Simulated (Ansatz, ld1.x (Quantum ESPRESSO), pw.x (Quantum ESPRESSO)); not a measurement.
## From atom to crystal: RRKJ potential for silver

ld1.x (Quantum ESPRESSO) 7.5 input, shortened:

```
&input
   title='Ag', zed=47., rel=1, dft='PBESOL', iswitch=3,
   config='[Kr] 4d10 5s1 5p0'
 /
 &inputp
   pseudotype=2, tm=.false., lloc=0,
   nlcc=.true.
 /
3
5P  2  1   0.00   0.00  2.70  2.70  0.0
4D  3  2  10.00   0.00  1.75  1.75  0.0
5S  1  0   1.00   0.00  2.05  2.05  0.0
 &test
   configts(1)='4d10 5s1 5p0'
 /
```

Crystal test: fcc Ag in pw.x 7.5, no spin, 14³ k-points, Fermi–Dirac smearing 0.01 Ry, cutoffs 75/300 Ry. The reference is all-electron LAPW (Ansatz 0.2.0) with the same functional, mesh and smearing; V0 and B0 come from Birch–Murnaghan fits to the pressures at five volumes. Errors are pseudo minus all-electron; Δ is the rms difference of the E(V) curves that follow from these fits, minima aligned, over ±6 % about the mean V0. Mesh and smearing are coarse, so the numbers serve the comparison and aren't converged zero-temperature values; the lattice is a test structure that the element need not adopt.

| V (Å³/atom) | P all-electron (GPa) | P pseudo (GPa) |
| --- | --- | --- |
| 15.891 | 6.42 | 12.42 |
| 16.309 | 2.69 | 8.07 |
| 16.727 | -0.47 | 4.36 |
| 17.145 | -3.13 | 1.22 |
| 17.563 | -5.37 | -1.44 |

All-electron: a0 = 4.054 Å (V0 = 16.66 Å³/atom), B0 = 118.5 GPa.

Pseudopotential: mean pressure error (GPa): +4.90; a0 (Å): 4.108; a0 error (%): +1.32; B0 error (%): -5.9; Δ (meV/atom): 16.9. This is a poor potential for the solid.

Q: At the middle volume, how do free energy and pressure move when the wave cutoff is lowered (ecutrho kept at four times it)?

A:

| cutoff (Ry) | shift of F (meV/atom) | shift of P (GPa) |
| --- | --- | --- |
| 34 | +10322.6 | -441.84 |
| 45 | +829.3 | -64.03 |
| 60 | +4.9 | -0.21 |

The run at the middle volume (104 k-points, 7 iterations) took about 17 s on one core of a shared host (Neoverse-V1, 32 threads, 247 GiB, load 39).
